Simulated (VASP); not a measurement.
# GaP (R-3m) in VASP: single point with PBEsol

Aim: the single point of GaP with PBEsol.

Program: VASP 6.6.1. These are calculated values, not measurements. Logs are shortened: lines on timing, memory, paths and dates and some standing lists are left out, and cuts for length are marked.

## (1) The structure

The structure is trigonal, space group R-3m (No. 166). Conventional cell: a = 3.886 Å, b = 3.886 Å, c = 19.292 Å, α = 90.00°, β = 90.00°, γ = 120.00°. Ga (site symmetry 3m) has 3 P at 2.40 Å and 1 Ga at 2.49 Å as nearest neighbours. Around P (site symmetry 3m) lie 1 P at 2.21 Å and 3 Ga at 2.40 Å.

Measurements of this composition are mostly on another form, of space group No. 216.

## (2) Single point, PBEsol

INCAR

```
SYSTEM = GaP
ALGO = Normal
EDIFF = 1E-6
ENCUT = 520
GGA = PS
ISIF = 2
ISMEAR = 0
LASPH = .TRUE.
LCHARG = .FALSE.
LREAL = .FALSE.
LWAVE = .FALSE.
NBANDS = 26
NELM = 100
PREC = Accurate
SIGMA = 0.1
```

KPOINTS

```
k-points
0
G
  6 6 6
  0 0 0
```

POSCAR

```
GaP
1.0
    1.9430151755      1.1218003346      6.4308101003
   -1.9430151755      1.1218003346      6.4308101003
    0.0000000000     -2.2436006692      6.4308101003
Ga P
2 2
Direct
    0.4353720000      0.4353720000      0.4353720000
    0.5646280000      0.5646280000      0.5646280000
    0.0573890000      0.0573890000      0.0573890000
    0.9426110000      0.9426110000      0.9426110000
```

Potentials or basis: VASP PAW PBE potentials, release 64 (Ga_d, P).

On the command line:

```bash
$ cat potpaw_PBE.64/Ga_d/POTCAR potpaw_PBE.64/P/POTCAR > POTCAR
$ mpirun -np 1 vasp_std > vasp.out
```

OUTCAR:

```text
SYSTEM = GaP
   EDIFF = 1E-6
   ENCUT = 520
   GGA = PS
   ISIF = 2
   ISMEAR = 0
   LASPH = .TRUE.
   LREAL = .FALSE.
   NELM = 100
   PREC = Accurate

 ion  position               nearest neighbor table
   1  0.435  0.435  0.435-   3 2.40   3 2.40   3 2.40   2 2.49
   2  0.565  0.565  0.565-   4 2.40   4 2.40   4 2.40   1 2.49
   3  0.057  0.057  0.057-   4 2.21   1 2.40   1 2.40   1 2.40
   4  0.943  0.943  0.943-   3 2.21   2 2.40   2 2.40   2 2.40

  LATTYP: Found a trigonal (rhomboedric) cell.
 ALAT       =     6.8109516596
 COS(alpha) =     0.8372328403

  Lattice vectors:

 A1 = (   1.9430151755,   1.1218003346,   6.4308101003)
 A2 = (  -1.9430151755,   1.1218003346,   6.4308101003)
 A3 = (   0.0000000000,  -2.2436006692,   6.4308101003)

Analysis of symmetry for initial positions (statically):
=====================================================================
 Subroutine PRICEL returns:
 Original cell was already a primitive cell.

 Routine SETGRP: Setting up the symmetry group for a
 trigonal (rhombohedral) supercell.

 Subroutine GETGRP returns: Found 12 space group operations
 (whereof 12 operations were pure point group operations)
 out of a pool of 12 trial point group operations.

The static configuration has the point symmetry D_3d.

Analysis of symmetry for dynamics (positions and initial velocities):
=====================================================================
 Subroutine PRICEL returns:
 Original cell was already a primitive cell.

 Routine SETGRP: Setting up the symmetry group for a
 trigonal (rhombohedral) supercell.

 Subroutine GETGRP returns: Found 12 space group operations
 (whereof 12 operations were pure point group operations)
 out of a pool of 12 trial point group operations.

The dynamic configuration has the point symmetry D_3d.

 Subroutine INISYM returns: Found 12 space group operations
 (whereof 12 operations are pure point group operations),
 and found     1 'primitive' translations

----------------------------------------------------------------------------------------

                                     Primitive cell

  volume of cell :      84.1025

  direct lattice vectors                    reciprocal lattice vectors
     1.943015176  1.121800335  6.430810100     0.257332010  0.148570705  0.051833801
    -1.943015176  1.121800335  6.430810100    -0.257332010  0.148570705  0.051833801
     0.000000000 -2.243600669  6.430810100     0.000000000 -0.297141410  0.051833801

  length of vectors
     6.810951660  6.810951660  6.810951660     0.301628514  0.301628514  0.301628514

  position of ions in fractional coordinates (direct lattice)
     0.435372000  0.435372000  0.435372000
     0.564628000  0.564628000  0.564628000
     0.057389000  0.057389000  0.057389000
     0.942611000  0.942611000  0.942611000

  ion indices of the primitive-cell ions
   primitive index   ion index
                 1           1
                 2           2
                 3           3
                 4           4

----------------------------------------------------------------------------------------

 KPOINTS: k-points

Automatic generation of k-mesh.
 Grid dimensions read from file:
 generate k-points for:    6    6    6

 Generating k-lattice:

  Cartesian coordinates                     Fractional coordinates (reciprocal lattice)
     0.042888668  0.024761784  0.008638967     0.166666667 -0.000000000  0.000000000
    -0.042888668  0.024761784  0.008638967    -0.000000000  0.166666667  0.000000000
     0.000000000 -0.049523568  0.008638967     0.000000000  0.000000000  0.166666667

  Length of vectors
     0.050271419  0.050271419  0.050271419

  Shift w.r.t. Gamma in fractional coordinates (k-lattice)
     0.000000000  0.000000000  0.000000000

 Subroutine IBZKPT returns following result:
 ===========================================

 Found     32 irreducible k-points:

 Following reciprocal coordinates:
            Coordinates               Weight
  0.000000  0.000000  0.000000      1.000000
  0.166667  0.000000  0.000000      6.000000
  0.333333 -0.000000 -0.000000      6.000000
  0.500000  0.000000 -0.000000      3.000000
  0.166667  0.166667 -0.000000      6.000000
  0.333333  0.166667 -0.000000     12.000000
[... 16 lines left out ...]
  0.500000  0.500000  0.166667      6.000000
 -0.333333  0.500000  0.166667     12.000000
 [... further k-points ...]
   k-points           NKPTS =     32   k-points in BZ     NKDIM =     32   number of bands    NBANDS=     26
   number of dos      NEDOS =    301   number of ions     NIONS =      4
   total plane-waves  NPLWV = 157464
   dimension x,y,z NGX =    54 NGY =   54 NGZ =   54
   dimension x,y,z NGXF=   108 NGYF=  108 NGZF=  108
   ions per type =               2   2
   NGX,Y,Z   is equivalent  to a cutoff of  13.18, 13.18, 13.18 a.u.
   NGXF,Y,Z  is equivalent  to a cutoff of  26.36, 26.36, 26.36 a.u.
 SYSTEM =  GaP
   PREC   = accura    normal or accurate (medium, high low for compatibility)
   ISTART =      0    job   : 0-new  1-cont  2-samecut
   ICHARG =      2    charge: 1-file 2-atom 10-const
   ISPIN  =      1    spin polarized calculation?
   LNONCOLLINEAR =      F non collinear calculations
   LSORBIT =      F    spin-orbit coupling
   LASPH  =      T    aspherical Exc in radial PAW
   ENCUT  =  520.0 eV  38.22 Ry    6.18 a.u.  12.66 12.66 12.66*2*pi/ulx,y,z
   NELM   =    100;   NELMIN=  2; NELMDL= -5     # of ELM steps
   EDIFF  = 0.1E-05   stopping-criterion for ELM
   LREAL  =      F    real-space projection
   EDIFFG = 0.1E-04   stopping-criterion for IOM
   NSW    =      0    number of steps for IOM
   IBRION =     -1    ionic relax: 0-MD 1-quasi-New 2-CG
   NFREE  =      0    steps in history (QN), initial steepest desc. (CG)
   ISIF   =      2    stress and relaxation
   ISYM   =      2    0-nonsym 1-usesym 2-fastsym
   POTIM  = 0.5000    time-step for ionic-motion
   TEBEG  =    0.0;   TEEND  =   0.0 temperature during run
   PSTRESS=    0.0 pullay stress
   NELECT =      36.0000    total number of electrons
   NUPDOWN=      -1.0000    fix difference up-down
   EMIN   =  10.00;   EMAX   =-10.00  energy-range for DOS
   EFERMI =   0.00;   METHOD = LEGACY
   ISMEAR =     0;   SIGMA  =   0.10  broadening in eV -4-tet -1-fermi 0-gaus
   EFERMI_NEDOS =   21; number of points for ismear=-14 and -15
   IALGO  =     38    algorithm
   IMIX   =      4    mixing-type and parameters
     AMIX     =   0.40;   BMIX     =  1.00
     AMIX_MAG =   1.60;   BMIX_MAG =  1.00
  volume/ion in A,a.u.               =      21.03       141.89
  Fermi-wavevector in a.u.,A,eV,Ry     =   1.233785  2.331515 20.711129  1.522225
  Thomas-Fermi vector in A             =   2.368501
   LORBIT       =      0    0 simple, 1 ext, 2 COOP (PROOUT), +10 PAW based schemes
   GGA     = PS    functional components
   LHFCALC =     F    Hartree Fock is set to
   AEXX    =    0.0000 exact exchange contribution
   IVDW    =     0    specifies the selected vdW correction
   LEPSILON=     F    determine dielectric tensor
   LRPA    =     F    only Hartree local field effects (RPA)
 non-spin polarized calculation
 Gauss-broadening in eV      SIGMA  =   0.10
  energy-cutoff  :      520.00
  volume of cell :       84.10
 maximum number of plane-waves:      2282
 NGX is ok and might be reduce to    54
   NGX = 25   NGY = 25   NGZ = 25

 number of electron      36.0000008 magnetization

 Free energy of the ion-electron system (eV)
  ---------------------------------------------------
  ext. energy  EPLUGINS =         0.00000000
  ---------------------------------------------------
  free energy    TOTEN  =       -19.28557241 eV

  energy without entropy =      -19.28557241  energy(sigma->0) =      -19.28557241

 E-fermi :   4.8992     XC(G=0):  -9.8524

 val. band max:        4.5322195308   @ k =   0.0000   0.0000   0.0000
 cond. band min:       5.2715755534   @ k =   0.5000   0.5000   0.0000
 fundamental gap:      0.7393560225
 Fermi energy:         4.8991943913

 k-point     1 :       0.0000    0.0000    0.0000
  band No.  band energies     occupation
      1     -10.2190      2.00000
      2     -10.0912      2.00000
      3     -10.0912      2.00000
      4     -10.0771      2.00000
      5     -10.0771      2.00000
      6     -10.0252      2.00000
[... 18 lines left out ...]
     25       8.8660      0.00000
     26      12.3899      0.00000

 k-point     2 :       0.1667    0.0000    0.0000
  band No.  band energies     occupation
      1     -10.2135      2.00000
      2     -10.1221      2.00000
      3     -10.0919      2.00000
      4     -10.0884      2.00000
      5     -10.0661      2.00000
      6     -10.0300      2.00000
[... 18 lines left out ...]
     25       9.7643      0.00000
     26      12.0862      0.00000

 k-point     3 :       0.3333   -0.0000   -0.0000
  band No.  band energies     occupation
      1     -10.2058      2.00000
      2     -10.1718      2.00000
      3     -10.1144      2.00000
      4     -10.0850      2.00000
      5     -10.0440      2.00000
      6     -10.0404      2.00000
[... 18 lines left out ...]
     25      11.2934      0.00000
     26      11.5319      0.00000

 k-point     4 :       0.5000    0.0000   -0.0000
  band No.  band energies     occupation
      1     -10.2045      2.00000
      2     -10.1922      2.00000
      3     -10.1224      2.00000
      4     -10.0841      2.00000
      5     -10.0459      2.00000
      6     -10.0330      2.00000
[... 18 lines left out ...]
     25      10.9185      0.00000
     26      11.1689      0.00000
[... 496 lines left out ...]
      1     -10.2028      2.00000
      2     -10.1731      2.00000
      3     -10.1315      2.00000
      4     -10.0845      2.00000
      5     -10.0554      2.00000
      6     -10.0256      2.00000
[... 18 lines left out ...]
     25      11.5911      0.00000
     26      12.0596      0.00000

 k-point    23 :       0.5000    0.5000    0.1667
  band No.  band energies     occupation
      1     -10.2017      2.00000
      2     -10.1550      2.00000
      3     -10.1273      2.00000
      4     -10.0887      2.00000
      5     -10.0437      2.00000
      6     -10.0411      2.00000
[... 18 lines left out ...]
     25      12.1328      0.00000
     26      12.5998      0.00000

 k-point    24 :      -0.3333    0.5000    0.1667
  band No.  band energies     occupation
      1     -10.1947      2.00000
      2     -10.1742      2.00000
      3     -10.1353      2.00000
      4     -10.0849      2.00000
      5     -10.0561      2.00000
      6     -10.0257      2.00000
[... 18 lines left out ...]
     25      12.2184      0.00000
     26      12.3164      0.00000

 [... further k-points ...]

------------------------ aborting loop because EDIFF is reached ----------------------------------------

  FORCE on cell =-STRESS in cart. coord.  units (eV):
  Direction    XX          YY          ZZ          XY          YZ          ZX
  --------------------------------------------------------------------------------------
  -------------------------------------------------------------------------------------
  Total       -1.5358009     -1.5358009     -1.4038970      0.0000000     -0.0000000     -0.0000000
  in kB      -29.2574729    -29.2574729    -26.7446630      0.0000000     -0.0000000     -0.0000000
  external PRESSURE =     -28.4198696 kB  Pullay stress =       0.0000000 kB

 VOLUME and BASIS-vectors are now :
 -----------------------------------------------------------------------------
  energy-cutoff  :      520.00
  volume of cell :       84.10
      direct lattice vectors                 reciprocal lattice vectors
     1.943015176  1.121800335  6.430810100     0.257332010  0.148570705  0.051833801
    -1.943015176  1.121800335  6.430810100    -0.257332010  0.148570705  0.051833801
     0.000000000 -2.243600669  6.430810100     0.000000000 -0.297141410  0.051833801

 POSITION                                       TOTAL-FORCE (eV/Angst)
 -----------------------------------------------------------------------------------
      0.00000      0.00000      8.39938         0.000000      0.000000      0.041324
      0.00000      0.00000     10.89305         0.000000     -0.000000     -0.041324
      0.00000      0.00000      1.10717         0.000000     -0.000000      0.089779
      0.00000      0.00000     18.18526         0.000000      0.000000     -0.089779
 -----------------------------------------------------------------------------------
    total drift:                                0.000000      0.000000      0.000000

  FREE ENERGIE OF THE ION-ELECTRON SYSTEM (eV)
  ---------------------------------------------------
  free  energy   TOTEN  =       -19.2855724143 eV

  energy  without entropy=      -19.2855724128  energy(sigma->0) =      -19.28557241
```

It took 2.6 min on 1 thread of Intel Xeon Platinum 8488C (Sapphire Rapids), shared host; peak memory 0.4 GiB.

Results:

- Free energy: -19.2856 eV
- Pressure: -2.8 GPa
- Largest force: 0.090 eV/Å
- Band gap on the k mesh: 0.74 eV, indirect (least direct gap 1.02 eV)

Forces in eV/Å, atoms in the order of the input:
```
Ga   0.000  0.000  0.041
Ga   0.000  0.000 -0.041
P    0.000  0.000  0.090
P    0.000  0.000 -0.090
```

Caveat: the PAW data sets were made with another functional, which shifts forces and pressure a little.
